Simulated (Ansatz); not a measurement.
Runs of Ansatz 0.2.0 on Be. It takes space group P4/mmm (No. 123, tetragonal). The conventional cell has a = 2.233 Å, b = 2.233 Å, c = 2.066 Å, α = 90.00°, β = 90.00°, γ = 90.00°. Around Be (site symmetry 4/mmm) lie 6 Be at 2.07 to 2.23 Å. The cell was built by a generator and needn't be a form met in nature.

```csv
level,cutoff (eV),gap on the mesh (eV),pressure (GPa)
RPBE,420,none,2.1
r2SCAN,500,none,(b)
BLYP,420,none,(a)
revPBE,420,none,1.8
LDA,420,none,-3.3
```

Alike in all rows: task band structure; potentials or basis Ansatz PAW; no spin polarisation; cell as given; k mesh 12 × 12 × 13; smearing fermi-dirac 0.05 eV.

Estimate the missing entries.

(a) 1.9; (b) 0.0.

Caveats: the PAW data sets come from PBE, with cores solved anew for the run's functional, which leaves a small shift of forces and pressure.

A gap of «none» marks a metal or a gap under the smearing width.

Runs at the PBE level aren't shown here.
